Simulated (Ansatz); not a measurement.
Geometry optimisation, Ansatz 0.2.0, DFT LDA, scalar-relativistic, plane waves, PAW.

Input:

```yaml
crystal:
  lattice:
    - [0.0, 5.2812, 5.2812]
    - [5.2812, 0.0, 5.2812]
    - [5.2812, 5.2812, 0.0]
  atoms:
    - { symbol: Ca, position: [0.0081956, -0.0002941, -0.0026804] }
    - { symbol: F, position: [0.1278513, 0.1202977, 0.1254273] }
    - { symbol: F, position: [0.3734675, 0.3766963, 0.3707323] }
    - { symbol: Ca, position: [0.0013386, 0.0004281, 0.4968912] }
    - { symbol: F, position: [0.1326494, 0.1236195, 0.6290157] }
    - { symbol: F, position: [0.3752997, 0.3761173, 0.874617] }
    - { symbol: Ca, position: [0.0041358, 0.4992906, -0.0006862] }
    - { symbol: F, position: [0.117476, 0.6231463, 0.127966] }
    - { symbol: F, position: [0.3723157, 0.8757354, 0.3748592] }
    - { symbol: Ca, position: [0.0068003, 0.4989352, 0.4946662] }
    - { symbol: F, position: [0.1245992, 0.6318829, 0.6243833] }
    - { symbol: F, position: [0.379717, 0.8765554, 0.8745035] }
    - { symbol: Ca, position: [0.4932445, 0.0035139, -0.0020436] }
    - { symbol: F, position: [0.6256053, 0.1219467, 0.122019] }
    - { symbol: F, position: [0.8768561, 0.3664204, 0.3670666] }
    - { symbol: Ca, position: [0.4927358, 0.0005449, 0.4981232] }
    - { symbol: F, position: [0.6314858, 0.1165809, 0.6215013] }
    - { symbol: F, position: [0.8764617, 0.3752507, 0.8777388] }
    - { symbol: Ca, position: [0.4996982, 0.500988, 0.0033543] }
    - { symbol: F, position: [0.6215358, 0.6230552, 0.1398654] }
    - { symbol: F, position: [0.8679572, 0.8777122, 0.379968] }
    - { symbol: Ca, position: [0.4931066, 0.4974816, 0.5043934] }
    - { symbol: F, position: [0.6356356, 0.6268054, 0.6259548] }
total_charge: -1
basis:
  ecutwfc: 420.0
kpoints:
  mp_grid: { grid: [2, 2, 2] }
hamiltonian:
  xc: lda
  pseudopotentials: { kind: paw, azcp: { folder: soft_1 } }
scf:
  occupations: { method: gaussian, width: 0.02 }
  lower_state_search: "off"
relax:
  f_tol: 0.03
  max_steps: 60
  adjacent_minimum: "off"
```

Run as:

```bash
$ ansatz run input.yaml --threads 2 --pin off --max-ram 5120MiB --backend cpu --events-out ev --progress --plain --runs-dir out
```

Q: Where does it end, and by what steps?

A: It converged. Limits of this set-up: PAW files made for another functional, charged cell in a uniform background, uncorrected. After 3 steps the energy has fallen by 0.536 eV; F11 moved furthest, 0.11 Å.

```tsv
step	energy less start (eV)	largest force component (eV/Å)	accepted
0	0.0000	0.948	yes
1	-0.4830	0.321	yes
2	-0.5254	0.092	yes
3	-0.5361	0.013	yes
```

```xyz
23
Lattice="0.0000 5.2812 5.2812 5.2812 0.0000 5.2812 5.2812 5.2812 0.0000" Properties=species:S:1:pos:R:3
Ca -0.032 -0.026 -0.029
F 1.317 1.324 1.321
F 3.958 3.964 3.961
Ca 2.668 2.673 -0.029
F 3.959 3.965 1.389
F 6.600 6.605 3.967
Ca 2.668 -0.026 2.670
F 3.959 1.391 3.961
F 6.600 3.970 6.601
Ca 5.283 2.641 2.637
F 6.531 3.964 3.961
F 9.234 6.606 6.601
Ca -0.032 2.673 2.670
F 1.385 3.964 3.961
F 3.963 6.605 6.601
Ca 2.635 5.288 2.637
F 3.959 6.537 3.961
F 6.600 9.240 6.602
Ca 2.635 2.641 5.285
F 3.959 3.965 6.534
F 6.600 6.605 9.237
Ca 5.282 5.288 5.285
F 6.599 6.605 6.602
```

Whether the end is a true minimum wasn't checked by a vibrational analysis.

Time of the run: 21 s on 2 threads of AMD EPYC 7B13 (Zen 3), with other jobs on the host, peak memory 0.78 GiB.
